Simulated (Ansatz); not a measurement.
## BeTe under changes of volume

One of the cells (21.254 Å³/atom); the others are scaled copies at fixed shape and fractional positions:

```
Te Be
1.0
     0.00000    2.77000    2.77000
     2.77000    0.00000    2.77000
     2.77000    2.77000    0.00000
Te Be
1 1
Cartesian
  4.1550 4.1550 4.1550
  0.0000 0.0000 0.0000
```

| Item | Value |
| --- | --- |
| Program | Ansatz 0.2.0 |
| Functional | wPBEh |
| Potentials or basis | Ansatz PAW |
| Cutoff | 420 eV (not typed: the program's choice for these potentials) |
| k mesh | 4 × 4 × 4 |
| Occupations | fermi-dirac, width 0.05 eV |
| Spin | no spin polarisation |

```csv
volume (Å³/atom),energy over the lowest point (meV/atom),pressure (GPa),gap on the mesh (eV)
19.979,73.04,9.7,2.36
20.404,50.01,7.7,2.42
20.829,31.90,6.0,2.48
21.254,18.18,4.4,2.53
21.679,8.54,2.9,2.58
22.104,?,?,?
22.529,0.00,0.4,2.67
```

Problem. What does the run at 22.104 Å³/atom give?

Solution. Energy over the lowest point 2.59 meV/atom; pressure 1.6 GPa; gap on the mesh 2.63 eV.

Worked out: A Birch-Murnaghan fit of order 3 (a polynomial in V^(-2/3)) to the other rows has its minimum at 22.67 Å³/atom, just outside them, with B0 = V·E''(V) = 60 GPa and B' = 3.8. It gives 2.58 meV/atom at 22.104 Å³/atom, against the run's 2.59, and -dE/dV = 1.6 GPa, against 1.6. A straight line through the other rows of the gap, of slope 2.58 eV per unit of ln V, gives 2.63 eV, against the run's 2.63.

Energies are extrapolated to zero smearing.

Caveats: all runs use coarse meshes; spin-orbit coupling is left out, which moves the levels of the heavy elements; the PAW data sets come from PBE, with cores solved anew for the run's functional, which leaves a small shift of forces and pressure; the thresholds are loose for stress.

A mesh can miss the band edges.
